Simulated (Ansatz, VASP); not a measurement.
One calculation of Li2O, two programs

```xyz
3
Lattice="0.0000 2.3050 2.3050 2.3050 0.0000 2.3050 2.3050 2.3050 0.0000" Properties=species:S:1:pos:R:3 pbc="T T T"
Li    1.1525    1.1525    1.1525
Li    3.4575    3.4575    3.4575
O     0.0000    0.0000    0.0000
```

Alike in both runs: task single point; functional PBEsol; k mesh 6 × 6 × 6; occupations gaussian, width 0.1 eV; no spin polarisation.

|  | VASP | Ansatz |
| --- | --- | --- |
| version | VASP 6.6.1 | Ansatz 0.2.0 |
| potentials or method | VASP PAW PBE potentials, release 64 (Li_sv, O) | scalar-relativistic, plane waves, PAW |
| plane-wave cutoff (eV) | 520 | 420 |
| valence electrons in the cell | 12 | 12 |

```tsv
	VASP	Ansatz	Ansatz less VASP
gap on the k mesh at the Fermi level (eV)	4.83	4.84	+0.016
least direct gap on the mesh (eV)	5.21	5.20	-0.011
```

With one functional, cell and mesh, what is left measures potentials, basis and numerics.

 A k mesh can miss the band edges. PBEsol gaps usually lie below the measured ones, often by a third to a half.
